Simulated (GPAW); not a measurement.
# SnTe (Fm-3m) in GPAW: convergence with basis set

Aim: find how far basis set must go before the results for SnTe settle, at PBE. This setting moves, with any that are tied to it; all else stays.

All numbers are computed with GPAW 26.7.0; they aren't measurements. Logs are shortened: lines on timing, memory, paths and dates and some standing lists are left out, and cuts for length are marked. The log counts tension as positive stress, the text compression.

### Step 1. The structure

The structure is cubic, space group Fm-3m (No. 225). The conventional cell has a = 6.302 Å, b = 6.302 Å, c = 6.302 Å, α = 90.00°, β = 90.00°, γ = 90.00°. Te (site symmetry m-3m) is surrounded by 6 Sn at 3.15 Å. Sn (site symmetry m-3m) has 6 Te at 3.15 Å as nearest neighbours.

### Step 2. With basis set lcao:sz(dzp)

The input, run.py:

```python
from ase.dft.bandgap import bandgap
from ase.io import read, write
from gpaw import GPAW

atoms = read('SnTe.xyz')

calc = GPAW(mode='lcao',
            h=0.16,
            basis='sz(dzp)',
            xc='PBE',
            kpts={'size': (7, 7, 7), 'gamma': True},
            occupations={'name': 'fermi-dirac', 'width': 0.05},
            convergence={'density': 1e-05, 'energy': 1e-05},
            maxiter=100,
            txt='gpaw.txt')
atoms.calc = calc
energy = atoms.get_potential_energy()
forces = atoms.get_forces()
calc.write('gs.gpw')
write('result.traj', atoms)
print(f'Energy: {energy:.6f} eV')
print('Forces (eV/A):')
print(forces.round(4))
print('Fermi level:', round(calc.get_fermi_level(), 4), 'eV')
print(f'Gap: {bandgap(calc)[0]:.4f} eV, direct: {bandgap(calc, direct=True)[0]:.4f} eV')
```

The input, SnTe.xyz:

```xyz
2
Lattice="0.0000000000 3.1508500000 3.1508500000 3.1508500000 0.0000000000 3.1508500000 3.1508500000 3.1508500000 0.0000000000" Properties=species:S:1:pos:R:3 pbc="T T T"
Te     3.1508500000      3.1508500000      3.1508500000
Sn     0.0000000000      0.0000000000      0.0000000000
```

Potentials or basis: GPAW PAW data sets (gpaw-data 1.2.1), lcao:sz(dzp).

Run with:

```
> OMP_NUM_THREADS=1 python run.py
```

Run time: 11 s. Hardware: 1 thread of Arm Neoverse V2, shared host; peak memory 0.2 GiB.

What came out:

```
Free energy : -6.2629 eV
```

### Step 3. With basis set lcao:szp(dzp)

Changes to run.py since step 2:

```diff
@@ -8,3 +8,3 @@
             h=0.16,
-            basis='sz(dzp)',
+            basis='szp(dzp)',
             xc='PBE',
```

SnTe.xyz is that of step 2.

Potentials or basis: GPAW PAW data sets (gpaw-data 1.2.1), lcao:szp(dzp).

Run with:

```
> OMP_NUM_THREADS=1 python run.py
```

Run time: 30 s. Hardware: 1 thread of Arm Neoverse V2, shared host; peak memory 0.21 GiB.

What came out:

- Free energy: -6.9379 eV

### Step 4. With basis set lcao:dz(dzp)

Changes to run.py since step 3:

```diff
@@ -8,3 +8,3 @@
             h=0.16,
-            basis='szp(dzp)',
+            basis='dz(dzp)',
             xc='PBE',
```

SnTe.xyz is that of step 3.

Potentials or basis: GPAW PAW data sets (gpaw-data 1.2.1), lcao:dz(dzp).

Run with:

```
> OMP_NUM_THREADS=1 python run.py
```

Run time: 15 s. Hardware: 1 thread of Arm Neoverse V2, shared host; peak memory 0.2 GiB.

Results:

```
Free energy : -6.7400 eV
```

### Step 5. With basis set lcao:dzp

Changes to run.py since step 4:

```diff
@@ -8,3 +8,3 @@
             h=0.16,
-            basis='dz(dzp)',
+            basis='dzp',
             xc='PBE',
```

SnTe.xyz is that of step 4.

Potentials or basis: GPAW PAW data sets (gpaw-data 1.2.1), lcao:dzp.

Run with:

```
> OMP_NUM_THREADS=1 python run.py
```

It took 39 s on 1 thread of Arm Neoverse V2, shared host; peak memory 0.22 GiB.

The run converged. Its results:

| Property | Result |
| --- | --- |
| Free energy | -7.2243 eV |

### Step 6. With basis set fd

Changes to run.py since step 5:

```diff
@@ -6,5 +6,4 @@
 
-calc = GPAW(mode='lcao',
+calc = GPAW(mode='fd',
             h=0.16,
-            basis='dzp',
             xc='PBE',
@@ -12,2 +11,3 @@
             occupations={'name': 'fermi-dirac', 'width': 0.05},
+            nbands=19,
             convergence={'density': 1e-05, 'energy': 1e-05},
```

SnTe.xyz is that of step 5.

Potentials or basis: GPAW PAW data sets (gpaw-data 1.2.1), fd.

Run with:

```
> OMP_NUM_THREADS=1 python run.py
```

It took 36 s on 1 thread of Arm Neoverse V2, shared host; peak memory 0.31 GiB.

Results (log left out):

| Quantity | Value |
| --- | --- |
| Free energy | -7.8346 eV |

### Step 7. With basis set pw

Changes to run.py since step 6:

```diff
@@ -2,3 +2,4 @@
 from ase.io import read, write
-from gpaw import GPAW
+from ase.units import GPa
+from gpaw import GPAW, PW
 
@@ -6,4 +7,3 @@
 
-calc = GPAW(mode='fd',
-            h=0.16,
+calc = GPAW(mode=PW(600),
             xc='PBE',
@@ -18,2 +18,3 @@
 forces = atoms.get_forces()
+stress = atoms.get_stress()
 calc.write('gs.gpw')
@@ -23,2 +24,3 @@
 print(forces.round(4))
+print('Stress (GPa):', (stress / GPa).round(3))
 print('Fermi level:', round(calc.get_fermi_level(), 4), 'eV')
```

SnTe.xyz is that of step 6.

Potentials or basis: GPAW PAW data sets (gpaw-data 1.2.1), pw.

Run with:

```
> OMP_NUM_THREADS=1 python run.py
```

gpaw.txt:

```text
__  _  _
 | _ |_)|_||  |
 |__||  | ||/\| - 26.7.0

Input parameters:
  mode=PW(ecut=600.0),
  convergence={'density': 1e-05, 'energy': 1e-05},
  kpts=MonkhorstPack(size=(7, 7, 7), gamma=True),
  maxiter=100,
  nbands=19,
  occupations=Occupations(name='fermi-dirac', width=0.05),
  xc=XC(name='PBE')

Diagonalizing LCAO Hamiltonian
Converting LCAO to pw mode

                 Te

       Sn

Atoms  # Å, Bohr magnetons
|   | symbol |        x |        y |        z |    initial magnetic moments |
|---|--------|----------|----------|----------|-----------------------------|
| 0 |     Te | 3.150850 | 3.150850 | 3.150850 | ( 0.0000,  0.0000,  0.0000) |
| 1 |     Sn | 0.000000 | 0.000000 | 0.000000 | ( 0.0000,  0.0000,  0.0000) |

Unit cell  # Å
| periodic |        x |        y |        z |  lengths |    angles |
|----------|----------|----------|----------|----------|-----------|
|      yes | 0.000000 | 3.150850 | 3.150850 | 4.455975 | 60.000000 |
|      yes | 3.150850 | 0.000000 | 3.150850 | 4.455975 | 60.000000 |
|      yes | 3.150850 | 3.150850 | 0.000000 | 4.455975 | 60.000000 |

Number of symmetries: 48
Symmetry operations  # r_c * U_cc + t_c -> r_c
|    | kind |            matrix            |
|----|------|------------------------------|
|  0 |  σ   |  1, 0, 0,  1, 0,-1,  1,-1, 0 |
|  1 |  C2  |  1, 0, 0,  1,-1, 0,  1, 0,-1 |
|  2 |  E   |  1, 0, 0,  0, 1, 0,  0, 0, 1 |
|  3 |  σ   |  1, 0, 0,  0, 0, 1,  0, 1, 0 |
|  4 |  C4  |  1, 0,-1,  1, 0, 0,  1,-1, 0 |
|  5 |  S6  |  1, 0,-1,  1,-1, 0,  1, 0, 0 |
|  6 |  σ   |  1, 0,-1,  0, 1,-1,  0, 0,-1 |
|  7 |  C3  |  1, 0,-1,  0, 0,-1,  0, 1,-1 |
|  8 |  S6  |  1,-1, 0,  1, 0, 0,  1, 0,-1 |
|  9 |  C4  |  1,-1, 0,  1, 0,-1,  1, 0, 0 |
| 10 |  C3  |  1,-1, 0,  0,-1, 1,  0,-1, 0 |
| 11 |  σ   |  1,-1, 0,  0,-1, 0,  0,-1, 1 |
| 12 |  σ   |  0, 1, 0,  1, 0, 0,  0, 0, 1 |
| 13 |  C4  |  0, 1, 0,  0, 1,-1, -1, 1, 0 |
| 14 |  C3  |  0, 1, 0,  0, 0, 1,  1, 0, 0 |
| 15 |  S6  |  0, 1, 0, -1, 1, 0,  0, 1,-1 |
| 16 |  C2  |  0, 1,-1,  1, 0,-1,  0, 0,-1 |
[... 139 lines left out ...]
  Old densities: 10
  SVD Regularization: 0.005
  Good broyden scale: 1.0
  Trust region scale: 1.0
  Backstep threshold: 4.0
  History deletion threshold: 6.0
  Fourier metric: weight=20.0, sigma=0.015

occupation numbers:
  Fermi-Dirac:
    width: 0.0500  # eV

poisson solver:
  ecut: 4800.0  # eV

xc functional:
  name: PBE with 2 nearest neighbor stencil

convergence criteria:
- Maximum integral of absolute [dens]ity change: 1e-05 electrons / valence electron
- Maximum [total energy] change in last 3 cyles: 1e-05 eV / valence electron
- Maximum integral of absolute [eigenst]ate change: 4e-08 eV^2 / valence electron
maximum number of iterations: 100

SCF iterations
|iter     | |      energy | eigst |  dens |
|---------|-|-------------|-------|-------|
|iter:   1| |   -7.849224 | -0.14 |       |
|iter:   2| |   -7.843568 | -2.30 | -1.48 |
|iter:   3| |   -7.815515 | -2.69 | -1.52 |
|iter:   4| |   -7.816952 | -3.98 | -2.10 |
|iter:   5| |   -7.817183 | -4.69 | -2.60 |
|iter:   6| |   -7.817192 | -6.12 | -3.29 |
|iter:   7| |   -7.817192c| -7.47c| -4.18 |
|iter:   8| |   -7.817192c| -7.58c| -4.74 |
|iter:   9| |   -7.817192c| -8.11c| -5.86c|

Converged in 9 steps
Energy contributions relative to reference atoms: (reference = -352801.376741)

Energy contributions:
  Kinetic:          14.543889
  Coulomb:         -14.628696
  Zero:              0.154292
  External:          0.000000
  Xc:               -7.886639
  Entropy:          -0.000076
  Spinorbit:         0.000000
  ----------------------------
  Free energy:      -7.817230
  Extrapolated:     -7.817192

dipole moment: (-21.376035, -21.376035, -21.376035)  # |e|*Ang

Fermi level: 6.535
Eigenvalues  # (at kpt = [0.000, 0.000, 0.000])
| band index |      eig [eV] | occ [0-2] |
|------------|---------------|-----------|
|          0 |       -15.426 |     2.000 |
|        ... |               |           |
|          2 |       -15.419 |     2.000 |
|          3 |       -15.419 |     2.000 |
|          4 |       -15.419 |     2.000 |
|          5 |        -6.331 |     2.000 |
|          6 |         1.803 |     2.000 |
|          7 |         4.304 |     2.000 |
[... 9 lines left out ...]
|         17 |        13.376 |     0.000 |
|         18 |        13.376 |     0.000 |

Gap: 0.662 eV
Transition (v -> c):
  (s=0, k=19, n=9, [0.43, 0.43, 0.43]) -> (s=0, k=19, n=10, [0.43, 0.43, 0.43])
No difference between direct/indirect transitions

Forces  # eV/Ang
|       x |        y |        z |
|---------|----------|----------|
| 0.00000 | -0.00000 | -0.00000 |  # Te   0
| 0.00000 | -0.00000 | -0.00000 |  # Sn   1

Stress tensor  # eV/Ang^3
|         x |         y |         z |
|-----------|-----------|-----------|
| -0.012159 |  0.000000 | -0.000000 |
|  0.000000 | -0.012159 | -0.000000 |
| -0.000000 | -0.000000 | -0.012159 |

# Writing to gs.gpw (mode='')
```

stdout:

```text
Energy: -7.817192 eV
Forces (eV/A):
[[ 0. -0. -0.]
 [ 0. -0. -0.]]
Stress (GPa): [-1.948 -1.948 -1.948 -0.    -0.     0.   ]
Fermi level: 6.5348 eV
Gap: 0.6625 eV, direct: 0.6625 eV
```

Run time: 13 s. Hardware: 1 thread of Arm Neoverse V2, shared host; peak memory 0.17 GiB.

Results:

```
Free energy : -7.8172 eV
Pressure    : 1.9 GPa
```

### Step 8. Result

```tsv
basis set	energy less the tightest run, at zero smearing (meV/atom)	SCF cycles	CPU time (s)	peak memory (GiB)
lcao:sz(dzp)	777.17	8	11	0.2
lcao:szp(dzp)	439.67	7	30	0.21
lcao:dz(dzp)	538.59	8	15	0.2
lcao:dzp	296.46	8	39	0.22
fd	-8.67	9	36	0.31
pw	0.00	9	13	0.17
```

Not settled before the last step: the energy (to 1 meV/atom). The tightest run that finished is the yardstick and may itself not be fully converged.
